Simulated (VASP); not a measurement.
Wanted: the native input for a VASP 6.6.1 run.

```yaml
Task: single point
Functional: r2SCAN
Potentials_or_basis: VASP PAW PBE potentials, release 64 (Se)
Cutoff: 520 eV
k_mesh: 9 × 9 × 6
Occupations: gaussian, width 0.02 eV
Spin: no spin polarisation
Further_INCAR_settings: ALGO = Normal; EDIFF = 1e-06; NBANDS = 16
```

The structure of Se lies in POSCAR:

```
Se
1.0
    4.0345900000      0.0000000000      0.0000000000
   -2.0173000000      3.4940600000      0.0000000000
    0.0000000000      0.0000000000      5.1274200000
Se
3
Direct
    0.2495400000      0.0000000000      0.3333300000
    0.0000000000      0.2495400000      0.6666700000
    0.7504600000      0.7504600000      1.0000000000
```

One way to write it, as run:

INCAR

```
SYSTEM = Se
PREC = Accurate
ENCUT = 520
EDIFF = 1E-6
ISMEAR = 0
SIGMA = 0.02
LREAL = .FALSE.
LASPH = .TRUE.
NELM = 80
ALGO = Normal
ISIF = 2
LWAVE = .FALSE.
LCHARG = .TRUE.
METAGGA = R2SCAN
LMIXTAU = .TRUE.
LELF = .TRUE.
LVHAR = .TRUE.
NBANDS = 16
```

KPOINTS

```
regular mesh
0
G
  9 9 6
  0 0 0
```

Potentials or basis: VASP PAW PBE potentials, release 64 (Se).

Command:

```sh
$ cat potpaw_PBE.64/Se/POTCAR > POTCAR
$ mpirun -np 1 vasp_std > vasp.out
```

Results of the run:

```
Pressure               : 1.6 GPa
Largest force          : 0.344 eV/Å
Band gap on the k mesh : 0.70 eV, direct
```

Caveat: the PAW data sets were made with another functional, which shifts forces and pressure a little; an odd mesh through Γ misses points on the zone boundary, where band edges often lie.

Wall time 7.5 min on 1 thread of Intel(R) Xeon(R) Platinum 8488C (Sapphire Rapids), on a shared host, peak memory 0.27 GiB.
